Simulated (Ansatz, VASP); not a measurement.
# NaCl: VASP beside Ansatz

One calculation is typed for both programs; each brings its own data sets and cutoff. How far apart do they land? The cell is a member of a volume series, scaled by 1.015 from a relaxed one, so a pressure remains.

Program: Ansatz 0.2.0. Level of theory: plane waves, with VASP 6.6.1 beside it; single point at PBEsol. Results are calculated unless marked as measured.

**1. The starting structure**

It takes space group Fm-3m (No. 225, cubic). Conventional cell: a = 5.630 Å, b = 5.630 Å, c = 5.630 Å, α = 90.00°, β = 90.00°, γ = 90.00°. Nearest to Cl lie 6 Na at 2.82 Å. Nearest to Na lie 6 Cl at 2.82 Å. Farther neighbours and most contacts between anions are not listed.

As a file:

```cif
data_structure
_symmetry_space_group_name_H-M 'P 1'
_symmetry_Int_Tables_number 1
_cell_length_a 3.9811
_cell_length_b 3.9811
_cell_length_c 3.9811
_cell_angle_alpha 60.000
_cell_angle_beta 60.000
_cell_angle_gamma 60.000
_cell_volume 44.62
loop_
_atom_site_label
_atom_site_type_symbol
_atom_site_fract_x
_atom_site_fract_y
_atom_site_fract_z
_atom_site_occupancy
Cl1 Cl 0.50000 0.50000 0.50000 1
Na2 Na 0.00000 0.00000 0.00000 1
```

**2. VASP: single point, PBEsol, volume scaled by 1.015**

A single point gives forces, pressure and levels at one fixed geometry, so differences don't come from the geometry; what else differs is listed under the comparison.

Lines of VASP's logs that name or quote its potential files are left out, and so is its time.

The input asks for a relaxation, which ended at its first step since no free force or stress exceeded the threshold; so it serves as a single point.

INCAR

```
SYSTEM = NaCl
PREC = Accurate
ENCUT = 500
EDIFF = 1E-06
NELM = 100
ISMEAR = 0
SIGMA = 0.03
LREAL = .FALSE.
ALGO = Normal
GGA = PS
NBANDS = 13
LORBIT = 11
LWAVE = .FALSE.
LCHARG = .FALSE.
KPAR = 4
IBRION = 2
NSW = 30
ISIF = 4
EDIFFG = -0.01
```

POSCAR

```
NaCl
1.0
    0.0000000000      2.8150492992      2.8150492992
    2.8150492992      0.0000000000      2.8150492992
    2.8150492992      2.8150492992      0.0000000000
Cl Na
1 1
Direct
    0.5000000000      0.5000000000      0.5000000000
    0.0000000000      0.0000000000      0.0000000000
```

KPOINTS

```
Automatic mesh
0
Gamma
6 6 6
0 0 0
```

PAW data sets: Cl and Na_pv (PBE family, release 64).

Command:

```sh
> mpirun -np 4 vasp_std
```

Numbers of over 12 decimals in the logs are rounded to 6 here.

The log of the run:

```text
[banner, memory and clock lines left out]
running    4 mpi-ranks, on    1 nodes
 distrk:  each k-point on    1 cores,    4 groups
 distr:  one band on    1 cores,    1 groups

 POSCAR found type information on POSCAR ClNa
 POSCAR found :  2 types and       2 ions
|                                                                             |
|               ----> ADVICE to this user running VASP <----                  |
|                                                                             |
|     You enforced a specific xc type in the INCAR file but a different       |
|     [... a line on the potential file left out ...]
|     I HOPE YOU KNOW WHAT YOU ARE DOING!                                     |
|                                                                             |

 LDA part: xc-table for (Slater+PW92), standard interpolation
 POSCAR, INCAR and KPOINTS ok, starting setup
 FFT: planning ... GRIDC
 FFT: planning ... GRID_SOFT
 FFT: planning ... GRID
 WAVECAR not read
 entering main loop
       N       E                     dE             d eps       ncg     rms          rms(c)
DAV:   1     0.981186949472E+02    0.98119E+02   -0.69264E+03   421   0.105E+03
DAV:   2     0.157215889849E+01   -0.96547E+02   -0.88191E+02   439   0.270E+02
DAV:   3    -0.699046219121E+01   -0.85626E+01   -0.85033E+01   541   0.757E+01
DAV:   4    -0.715782800301E+01   -0.16737E+00   -0.16726E+00   461   0.117E+01
DAV:   5    -0.716154977306E+01   -0.37218E-02   -0.37214E-02   516   0.172E+00    0.191E+00
DAV:   6    -0.700477488455E+01    0.15677E+00   -0.26760E-01   496   0.375E+00    0.137E+00
DAV:   7    -0.699417164350E+01    0.10603E-01   -0.64175E-02   546   0.175E+00    0.925E-01
DAV:   8    -0.699774270180E+01   -0.35711E-02   -0.78444E-03   456   0.851E-01    0.277E-01
DAV:   9    -0.699764928116E+01    0.93421E-04   -0.18841E-04   521   0.113E-01    0.182E-01
DAV:  10    -0.699768818974E+01   -0.38909E-04   -0.33650E-04   461   0.117E-01    0.627E-02
DAV:  11    -0.699767684055E+01    0.11349E-04   -0.22649E-05   486   0.351E-02    0.226E-02
DAV:  12    -0.699767570681E+01    0.11337E-05   -0.44330E-06   451   0.129E-02    0.179E-03
DAV:  13    -0.699767587389E+01   -0.16708E-06   -0.83679E-08   288   0.226E-03
   1 F= -.69976759E+01 E0= -.69976759E+01  d E =-.699768E+01
 curvature:   0.00 expect dE= 0.000E+00 dE for cont linesearch  0.000E+00
 trial: gam= 0.00000 g(F)=  0.517E-61 g(S)=  0.801E-33 ort = 0.000E+00 (trialstep = 0.100E+01)
 search vector abs. value=  0.100E-09
 reached required accuracy - stopping structural energy minimisation
```

From OUTCAR (step 2):

```text
ion  position               nearest neighbor table
   1  0.500  0.500  0.500-
   2  0.000  0.000  0.000-

  LATTYP: Found a face centered cubic cell.
 ALAT       =     5.6300985984

 Subroutine GETGRP returns: Found 48 space group operations
 (whereof 48 operations were pure point group operations)

The static configuration has the point symmetry O_h .

 Found     16 irreducible k-points:

   k-points           NKPTS =     16   k-points in BZ     NKDIM =     16   number of bands    NBANDS=     13

   dimension x,y,z NGX =    30 NGY =   30 NGZ =   30
   dimension x,y,z NGXF=    60 NGYF=   60 NGZF=   60

   ENCUT  =  500.0 eV  36.75 Ry    6.06 a.u.   7.26  7.26  7.26*2*pi/ulx,y,z

   NELECT =      14.0000    total number of electrons

 k-points in reciprocal lattice and weights: Automatic mesh
   0.00000000  0.00000000  0.00000000       0.005
   0.16666667  0.00000000  0.00000000       0.037
   0.33333333  0.00000000  0.00000000       0.037
   0.50000000  0.00000000  0.00000000       0.019
   0.16666667  0.16666667  0.00000000       0.028
   0.33333333  0.16666667  0.00000000       0.111
   0.50000000  0.16666667  0.00000000       0.111
  -0.33333333  0.16666667  0.00000000       0.111
  -0.16666667  0.16666667  0.00000000       0.056
[...]
-0.33333333  0.33333333  0.16666667       0.111
  -0.33333333  0.50000000  0.16666667       0.056

 average (electrostatic) potential at core
       1 -93.6652       2 -47.0775

 E-fermi :  -0.6226

 k-point     1 :       0.0000    0.0000    0.0000
  band No.  band energies     occupation
    ...
      3     -21.3958      2.00000
      4     -13.4108      2.00000
      5      -0.7545      2.00000
      6      -0.7545      2.00000
      7      -0.7545      2.00000
      8       4.1964      0.00000
      9      10.2480      0.00000
     10      10.2480      0.00000
     11      10.2480      0.00000
     12      12.4754      0.00000
    ...

 k-point     2 :       0.1667    0.0000    0.0000
  band No.  band energies     occupation
    ...
      3     -21.3964      2.00000
      4     -13.3268      2.00000
      5      -1.3797      2.00000
      6      -0.8258      2.00000
      7      -0.8258      2.00000
      8       5.0238      0.00000
      9       9.4257      0.00000
     10      10.5354      0.00000
     11      10.5354      0.00000
     12      12.1385      0.00000
    ...

 k-point     3 :       0.3333    0.0000    0.0000
  band No.  band energies     occupation
    ...
      3     -21.3976      2.00000
      4     -13.1512      2.00000
      5      -2.3380      2.00000
      6      -0.9618      2.00000
      7      -0.9618      2.00000
      8       6.1305      0.00000
      9       9.2068      0.00000
     10      10.3535      0.00000
     11      10.3535      0.00000
     12      13.2251      0.00000
    ...

  Total       -0.1059929     -0.1059929     -0.1059929      0.0000000      0.0000000      0.0000000
  in kB       -3.8062679     -3.8062679     -3.8062679      0.0000000      0.0000000      0.0000000
  external PRESSURE =      -3.8062679 kB  Pullay stress =       0.0000000 kB

  energy-cutoff  :      500.00
  volume of cell :       44.62
      direct lattice vectors                 reciprocal lattice vectors
     0.000000000  2.815049299  2.815049299    -0.177616783  0.177616783  0.177616783
     2.815049299  0.000000000  2.815049299     0.177616783 -0.177616783  0.177616783
     2.815049299  2.815049299  0.000000000     0.177616783  0.177616783 -0.177616783

 POSITION                                       TOTAL-FORCE (eV/Angst)
 -----------------------------------------------------------------------------------
      2.81505      2.81505      2.81505         0.000000      0.000000      0.000000
      0.00000      0.00000      0.00000        -0.000000     -0.000000     -0.000000
 -----------------------------------------------------------------------------------
    total drift:                               -0.000000      0.000000      0.000000

  FREE ENERGIE OF THE ION-ELECTRON SYSTEM (eV)
  ---------------------------------------------------
  free  energy   TOTEN  =        -6.9976758739 eV

  energy  without entropy=       -6.9976758739  energy(sigma->0) =       -6.99767587

 reached required accuracy - stopping structural energy minimisation

 total charge
# of ion       s       p       d       tot
------------------------------------------
    1        1.578   3.555   0.000   5.133
    2        0.043   5.981   0.000   6.025
--------------------------------------------------
tot          1.621   9.536   0.000  11.157

[... 3 further parts left out ...]
```

CONTCAR:

```
NaCl
   1.00000000000000
     0.0000000000000000    2.8150492992000000    2.8150492992000000
     2.8150492992000000    0.0000000000000000    2.8150492992000000
     2.8150492992000000    2.8150492992000000    0.0000000000000000
  Cl              Na
     1     1
Direct
     0.5000000000000000    0.5000000000000000    0.5000000000000000
     0.0000000000000000    0.0000000000000000    0.0000000000000000
```

**3. Ansatz: single point, PBEsol, volume scaled by 1.015**

Ansatz runs on its default PAW (the set named soft_2) files.

The same cell, functional, mesh and smearing now go to Ansatz, which takes its cutoff from its data sets.

input.yaml

```yaml
crystal:
  lattice:
    - [0.0, 2.8150493, 2.8150493]
    - [2.8150493, 0.0, 2.8150493]
    - [2.8150493, 2.8150493, 0.0]
  atoms:
    - { symbol: Cl, position: [0.5, 0.5, 0.5] }
    - { symbol: Na, position: [0.0, 0.0, 0.0] }
hamiltonian:
  xc: pbesol
  pseudopotentials: { kind: paw }
kpoints:
  mp_grid: { grid: [6, 6, 6] }
scf:
  occupations: { method: gaussian, width: 0.03 }
  n_extra_bands: 4
output:
  forces: true
  stress: true
  eigenvalues: true
```

Command:

```sh
> ansatz run input.yaml --threads 2 --pin off --max-ram 4608MiB --backend cpu --events-out ev --progress --plain --runs-dir out
```

The log of the run:

```text
scf.n_extra_bands = 4 over 8 filled bands (N_el = 16.0): the run solves 12 bands
Engine: ansatz 0.2.0, aarch64-unknown-linux-gnu
Pseudopotentials: kind: paw
Pseudopotential: Cl, paw, valence charge 7, recommended cutoff 420 eV (normal), Cl.paw.azcp
Pseudopotential: Na, paw, valence charge 9, recommended cutoff 420 eV (normal), Na.paw.azcp
Functional definition: PBEsol
  exchange = pbesol_x
  correlation = pbesol_c
Crystal: 2 atoms, lattice volume = 44.616 Å³
Basis set: ecut = 420 eV, 893 PW (Γ), exchange–correlation on 54×54×54 points (8 copies of the dense FFT grid, shifted against one another)
Bands: 12, of which v1, the nominal top of the filled ones, is band 8 counted from 1 (7 counted from 0)
Symmetry: 48 space group operations
Space group: Fm-3m (ITA 225), of the structure as read, at distance tolerance 3.5e-5 Å
k-points: 16 of 216
Non-local potential: Cl, projectors of the file, l = 0: 2, l = 1: 2, l = 2: 2
Non-local potential: Na, projectors of the file, l = 0: 3, l = 1: 2, l = 2: 1
PAW form: soft (Blöchl's): semilocal exchange-correlation on the pseudo side does not see the compensation charge
PAW frozen core: Cl, regenerated for the run's functional, and the local potential with it (the file was generated under x = pbe(κ = 0.804, μ = 0.219515), c = pbe(β = 0.066725))
PAW frozen core: Na, regenerated for the run's functional, and the local potential with it (the file was generated under x = pbe(κ = 0.804, μ = 0.219515), c = pbe(β = 0.066725))
PAW one-centre angular grid: Cl, 110 points (default); XC on 64 Gauss nodes
PAW one-centre angular grid: Na, 110 points (default); XC on 64 Gauss nodes
Initial density: superposition of atomic densities (neutral atoms: chi_scale 0, normalization atom), corrected by the library's trained network
Initial wavefunctions: pseudopotential atomic-orbital guess
Functional: x = pbesol(κ = 0.804, μ = 0.123457), c = pbesol(β = 0.046)
SCF iter   1: F=—  HF=-2540.288671 eV  |F-HF|=—  |Δ(HF+E_count)|=         —  Δρ=2.83e-3  dr2=3.82e-3  ethr=1.77e-3  ⟨swp⟩=6.0  Hψ=1133  notcnv=0
preconditioner: auto → none  [insulator: Δε(μ)=4.899 eV  Ē_g=20.710 eV  σ=0.030 eV  W_gap=1.00  n_scr=14 (ndim 8)  ℏωp=20.8 eV  f_vac=0.032  D(μ)=0.00/eV (n_scr^D=0)  ε∞_Penn≈2.0]
SCF iter   2: F=—  HF=-2540.286014 eV  |F-HF|=—  |Δ(HF+E_count)|=   2.66e-3  Δρ=1.21e-3  dr2=8.55e-4  ethr=2.39e-5  ⟨swp⟩=2.7  Hψ=487  notcnv=0
SCF iter   3: F=—  HF=-2540.285966 eV  |F-HF|=—  |Δ(HF+E_count)|=   4.87e-5  Δρ=8.11e-4  dr2=4.09e-4  ethr=5.35e-6  ⟨swp⟩=2.0  Hψ=320  notcnv=0
SCF iter   4: F=—  HF=-2540.285822 eV  |F-HF|=—  |Δ(HF+E_count)|=   1.44e-4  Δρ=1.92e-4  dr2=1.81e-5  ethr=2.56e-6  ⟨swp⟩=2.0  Hψ=240  notcnv=0
SCF iter   5: F=—  HF=-2540.285849 eV  |F-HF|=—  |Δ(HF+E_count)|=   2.70e-5  Δρ=3.89e-5  dr2=1.23e-6  ethr=1.13e-7  ⟨swp⟩=2.0  Hψ=256  notcnv=0
SCF iter   6: F=-2540.285849 eV  HF=-2540.285849 eV  |F-HF|=2.96e-8  |Δ(HF+E_count)|=   2.39e-7  Δρ=8.92e-6  dr2=6.42e-8  ethr=6.25e-10  ⟨swp⟩=3.0  Hψ=658  notcnv=0
SCF 1 converged in 6 iterations: F = -2540.285849 eV  dr2 = 6.42e-8
  greatest PAW one-centre occupation: 0.999 electrons in one spin orbital (limit 2), on the Na atom at site 1 (counted from 0), in its partial waves of l = 0
SCF converged after 6 iterations
Free energy (F): -2540.285849 eV
Harris-Foulkes:  -2540.285849 eV  (|F-HF|=2.96e-8)
Internal energy: -2540.285849 eV  (E = F + TS)
E sigma→0 (E₀):  -2540.285849 eV
Fermi energy:    3.565533 eV
--- Per-component energies (eV) ---
  E_band       = -233.346390
  E_kinetic    = 282.471482
  E_local      = -1526.768856  (includes V_loc(G=0)·N_el)
  E_nonlocal   = 144.794501
  E_hartree    = 537.135925
  E_xc         = -144.929979
  E_vxc        = -171.760925  (∫ρ·V_xc dr)
  E_paw        = -895.322101  (= ΣΔE_a)
  E_vpaw       = -36.356987  (= ΣTr[D̂ρ^β])
  E_aug_tail   = 0.000075  (compensation charges beyond the density's cutoff)
  E_ewald      = -937.800020
  E_core_change = 0.133126  (= ΣΔE_core)
  E_smearing   = -0.000000  (= −TS)
  E_closure    = -0.000000  (closes the sum)
  Σ components = -2540.285849   (vs F -2540.285849, Δ=0.00e0)
--- Forces (eV/Å), atoms counted from 1 ---
  atom   1  Cl     0.00000000    -0.00000000    -0.00000000
  atom   2  Na    -0.00000000     0.00000000     0.00000000
  max |Σ_I F_I| component: 3.93e-30 eV/Å
--- Stress (GPa, compression-positive) ---
       -0.373141       0.000000      -0.000000
        0.000000      -0.373141      -0.000000
       -0.000000       0.000000      -0.373141
  P = ⅓ Tr σ = -0.3731 GPa (-3.731 kbar)
--- Band table (eV; the first three rows and the last of 16) ---
  k-point 0: bands = [... 4 lower, -11.5649, 1.0881, 1.0881, 1.0881, 6.0428, 11.9900, 11.9900, 11.9900]
  k-point 1: bands = [... 4 lower, -11.4818, 0.4645, 1.0168, 1.0168, 6.8687, 11.2055, 12.2733, 12.2733]
  k-point 2: bands = [... 4 lower, -11.3081, -0.4916, 0.8811, 0.8811, 7.9663, 11.0236, 12.0968, 12.0968]
  k-point 15: bands = [... 4 lower, -11.1550, -0.3961, 0.1467, 0.3518, 9.3746, 9.7722, 11.4170, 13.0031]
```

Wall time 0.81 s (2 threads of Arm Neoverse N1, shared host); peak memory 0.27 GiB.

The run ends at a pressure of -0.37 GPa.

**4. Differences**

Known differences besides the potentials themselves: the data sets hold 16 valence electrons in Ansatz (default PAW (the set named soft_2) files) and 14 in VASP; the cutoff is 420 eV in Ansatz and 500 eV in VASP; Ansatz makes its cores anew for this functional, VASP keeps those of its PBE data sets; VASP leaves aspherical gradient terms in its spheres out (LASPH is not set), Ansatz keeps them. Total energies have different zeros and are not compared.

Compared:

```tsv
quantity	Ansatz	VASP	difference
pressure (GPa)	-0.37	-0.38	+0.01
gap on the k mesh (eV)	4.955	4.951	+0.004
```

A gap on the mesh is an upper bound, since the band edges may lie between its points.

**5. Other set-ups**

Further runs change the set-up of one program: Ansatz's method, potentials or start, or VASP's data sets, cutoff or form of LDA. The table gives Ansatz less VASP for each quantity, since a change that brings one quantity closer may part another.

```tsv
run	pressure (GPa)	gap on the k mesh (eV)
as above	0.0075	0.0039
Ansatz's all-electron LAPW method	0.011	0.0039
```

**6. VASP: single point, PBEsol, volume scaled by 0.97**

A single point gives forces, pressure and levels at one fixed geometry, so differences don't come from the geometry; what else differs is listed under the comparison. The cell compared in this pair holds 42.64 Å³, against 44.62 Å³ for the pair before.

The input asks for a relaxation, which ended at its first step since no free force or stress exceeded the threshold; so it serves as a single point.

Changes to INCAR since step 2:

```diff
@@ -3,3 +3,3 @@
 ENCUT = 500
-EDIFF = 1E-06
+EDIFF = 1E-07
 NELM = 100
@@ -16,4 +16,4 @@
 IBRION = 2
-NSW = 30
+NSW = 50
 ISIF = 4
-EDIFFG = -0.01
+EDIFFG = -0.002
```

POSCAR

```
NaCl
1.0
    0.0000000000      2.7728171762      2.7728171762
    2.7728171762      0.0000000000      2.7728171762
    2.7728171762      2.7728171762      0.0000000000
Cl Na
1 1
Direct
    0.5000000000      0.5000000000      0.5000000000
    0.0000000000      0.0000000000      0.0000000000
```

KPOINTS is that of step 2.

Command:

```sh
> mpirun -np 4 vasp_std
```

The log of the run:

```text
[banner, memory and clock lines left out]
running    4 mpi-ranks, on    1 nodes
[...]
[... a notice as in an earlier step ...]

 LDA part: xc-table for (Slater+PW92), standard interpolation
 POSCAR, INCAR and KPOINTS ok, starting setup
[...]
entering main loop
       N       E                     dE             d eps       ncg     rms          rms(c)
DAV:   1     0.921658903558E+02    0.92166E+02   -0.70252E+03   429   0.107E+03
DAV:   2     0.613392280055E+00   -0.91552E+02   -0.84271E+02   439   0.267E+02
DAV:   3    -0.701626477839E+01   -0.76297E+01   -0.75832E+01   541   0.728E+01
DAV:   4    -0.714927312707E+01   -0.13301E+00   -0.13294E+00   486   0.103E+01
[...]
DAV:  12    -0.699424883329E+01    0.74305E-06   -0.29054E-06   461   0.120E-02    0.170E-03
DAV:  13    -0.699424895926E+01   -0.12597E-06   -0.76304E-08   501   0.220E-03    0.700E-04
DAV:  14    -0.699424893998E+01    0.19285E-07   -0.17341E-09   258   0.369E-04
   1 F= -.69942489E+01 E0= -.69942489E+01  d E =-.699425E+01
[...]
reached required accuracy - stopping structural energy minimisation
```

From OUTCAR (step 6):

```text
  Total        0.2257468      0.2257468      0.2257468     -0.0000000      0.0000000     -0.0000000
  in kB        8.4827856      8.4827856      8.4827856     -0.0000000      0.0000000     -0.0000000
  external PRESSURE =       8.4827856 kB  Pullay stress =       0.0000000 kB

 POSITION                                       TOTAL-FORCE (eV/Angst)
 -----------------------------------------------------------------------------------
      2.77282      2.77282      2.77282         0.000000      0.000000      0.000000
      0.00000      0.00000      0.00000         0.000000     -0.000000     -0.000000
 -----------------------------------------------------------------------------------
    total drift:                               -0.000000      0.000000      0.000000

  FREE ENERGIE OF THE ION-ELECTRON SYSTEM (eV)
  ---------------------------------------------------
  free  energy   TOTEN  =        -6.9942489400 eV

  energy  without entropy=       -6.9942489400  energy(sigma->0) =       -6.99424894

[... 2 parts as in an earlier step ...]

[... 2 further parts left out ...]
[key lines of the parts left out:]
E-fermi :  -0.3030
```

(Continued in part 2 of 2.)

[Lines on the potential files, build, host, timing and source positions are cut from VASP's logs without a mark.]

[Logs are printed without paths, hosts, clocks, repeated set-up lines and the standing remarks that a program may print on its own settings, such as how far it seeks lower states.]

[Hosts, paths, dates, database ids (printed as entryN), source tags and the programs' standing remarks are cut or masked in the printed files.]
